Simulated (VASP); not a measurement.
TiS2:

```
CELL_PARAMETERS angstrom
3.41200 0.00000 0.00000
-1.70600 2.95488 0.00000
0.00000 0.00000 5.69500
ATOMIC_POSITIONS crystal
Ti 0.00000 0.00000 0.00000
S 0.33333 0.66667 0.25000
S 0.66667 0.33333 0.75000
```

* Program: VASP 6.6.1
* Task: relaxation of cell and atoms
* Functional: PBE
* Potentials or basis: VASP PAW PBE potentials, release 64 (Ti, S)
* Cutoff: 300 eV
* k mesh: 6 × 6 × 4
* Occupations: methfessel-paxton, width 0.1 eV
* Spin: no spin polarisation

At the start: pressure -0.2 GPa; volume 19.14 Å³/atom.

Task: How do energy, volume and symmetry change on relaxing?

Result: Over 29 steps the energy falls by 6.6 meV/atom and the volume is 20.10 Å³/atom (+5.0 %); space group P-3m1 (No. 164, to 0.05 Å).

The path:
```tsv
step	energy change (eV)	largest force (eV/Å)	pressure (GPa)	volume (Å³)
1	0.0000	0.1223	-0.23	57.42
2	-0.0035	0.0385	0.56	57.19
3	-0.0044	0.0352	1.22	57.00
4	-0.0059	0.0209	1.11	57.11
5	-0.0097	0.0254	0.85	57.43
6	-0.0125	0.1251	0.38	58.07
7	-0.0139	0.1255	0.21	58.30
8	-0.0165	0.1308	-0.26	59.01
9	-0.0163	0.1486	-1.13	60.43
10	-0.0173	0.1365	-0.70	59.69
11	-0.0184	0.0772	-0.39	59.72
12	-0.0189	0.0190	-0.09	59.74
13	-0.0189	0.0004	0.01	59.75
14	-0.0190	0.0001	0.02	59.76
15	-0.0192	0.0003	0.06	59.77
16	-0.0195	0.0002	0.13	59.81
17	-0.0193	0.0034	0.28	59.87
18	-0.0195	0.0002	0.18	59.83
19	-0.0196	0.0308	-0.03	59.99
20	-0.0196	0.0278	-0.04	59.97
21	-0.0196	0.0235	0.02	59.95
22	-0.0196	0.0244	0.03	59.96
23	-0.0196	0.0266	0.01	59.97
24	-0.0196	0.0275	0.01	59.97
25	-0.0197	0.0238	-0.01	60.02
26	-0.0198	0.0138	-0.02	60.18
27	-0.0198	0.0068	-0.06	60.49
28	-0.0198	0.0022	-0.05	60.34
29	-0.0198	0.0049	-0.04	60.30
```

Final structure:
```yaml
crystal:
  lattice:
    - [3.38816, 0.00000, 0.00000]
    - [-1.69408, 2.93424, 0.00000]
    - [0.00000, 0.00000, 6.06488]
  atoms:
    - { symbol: Ti, position: [0.00000, 0.00000, 0.00000] }
    - { symbol: S, position: [0.33333, 0.66667, 0.23630] }
    - { symbol: S, position: [0.66667, 0.33333, 0.76370] }
```

Caveat: the cutoff is under 1.25 times the usual one of these potentials, so pressure, stress and relaxed cells hold a basis-set (Pulay) error; this functional lacks dispersion, which binds the layers, so the pressure and a relaxed spacing across them are unreliable.
